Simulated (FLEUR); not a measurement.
**TiO2 under changes of volume**

One of the cells (10.435 Å³/atom); the others are scaled copies at fixed shape and fractional positions:

```
Ti O
1.0
     4.59984    0.00000    0.00000
     0.00000    4.59984    0.00000
     0.00000    0.00000    2.95921
Ti O
2 4
Direct
  0.00000 0.00000 0.50000
  0.50000 0.50000 0.00000
  0.30432 0.30432 0.50000
  0.19568 0.80432 0.00000
  0.80432 0.19568 0.00000
  0.69568 0.69568 0.50000
```

The cell is a database's computed one.

```yaml
Program: FLEUR MaX-R8.1 (later development tree)
Functional: Wu-Cohen GGA
Potentials_or_basis: all-electron
Basis: FLAPW
Kmax: 5.21 1/bohr
k_mesh: 6 × 6 × 9
Occupations: fermi-dirac, width 0.05 eV
Spin: no spin polarisation
```

| volume (Å³/atom) | energy over the lowest point (meV/atom) | gap on the mesh (eV) |
| --- | --- | --- |
| 9.809 | ? | ? |
| 10.018 | 6.34 | 1.92 |
| 10.435 | 0.00 | 1.82 |
| 10.853 | 18.15 | 1.73 |
| 11.062 | 34.90 | 1.68 |

What does the run at 9.809 Å³/atom give?

Energy over the lowest point 20.60 meV/atom; gap on the mesh 1.97 eV.

Worked out: A Birch-Murnaghan fit of order 2 (a polynomial in V^(-2/3)) to the other rows has its minimum at 10.32 Å³/atom with B0 = V·E''(V) = 244 GPa at fixed shape and positions, which overstates the stiffness. It gives 20.33 meV/atom at 9.809 Å³/atom, against the run's 20.60. A straight line through the other rows of the gap, of slope -2.4 eV per unit of ln V (its deformation potential), extrapolates to 1.97 eV, against the run's 1.97.

Energies are extrapolated to zero smearing.

Caveats: an odd mesh through Γ misses points on the zone boundary, where band edges often lie.
